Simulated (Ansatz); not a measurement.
The crystal is GaAs (F-43m).

```
Ga As
1.0
     0.00000    2.82685    2.82685
     2.82685    0.00000    2.82685
     2.82685    2.82685    0.00000
Ga As
1 1
Direct
  0.00000 0.00000 0.00000
  0.25000 0.25000 0.25000
```

The cell and positions come from the Crystallography Open Database and are kept as given unless a step says otherwise. PAW set soft_2, made with PBE.

Gaps computed with Ansatz 0.2.0 without a self-energy: LDA 0.28 eV, PBE 0.52 eV, PBE+SOC 0.41 eV, HSE06 1.47 eV, PBE0 2.13 eV and DDH-PBE0 0.96 eV.

Question: Estimate the G0W0@PBE gap with 6×6×6 mesh, 290 empty bands, screening to 200 eV, default PAW files.

About 1.15 eV: on its mesh the run moves the gap from 0.51 eV by +0.64 eV. Among the scalar-relativistic levels given, DDH-PBE0 is nearest (−0.19 eV). Spin-orbit coupling is not in that value; its −0.11 eV at the PBE level would bring it to about 1.04 eV. Bands and cutoff are finite, so the gap is not at the basis limit. The miss can reach some tenths of an eV and take either sign; the mesh is an error of its own. The 6×6×6 mesh is coarse for this cell (its supercell is 24 Å along the shortest edge). The RPA ε∞ on it, from the PBE start, is 50.67; such meshes misread the long-range screening, most where the gap is narrow. The RPA ε∞ on this mesh reaches over 25; with a narrow direct gap a coarse mesh can overstate it, and the correction is then too small. The many-body steps are scalar-relativistic: spin-orbit coupling is not in them.

[Paths, hosts, dates, memory and timing lines, banners, echoed tables and standing remarks are left out of the program output.]

[Logs are printed without paths, hosts, clocks, repeated set-up lines and the standing remarks that a program may print on its own settings, such as how far it seeks lower states.]

[Runs of the session that timed out or met a known fault of the program may be left out.]

[Cells called generated may have been cut or substituted from an entry of the Crystallography Open Database or the Materials Project.]

[Hosts, paths, dates, database ids (printed as entryN), source tags and the programs' standing remarks are cut or masked in the printed files.]
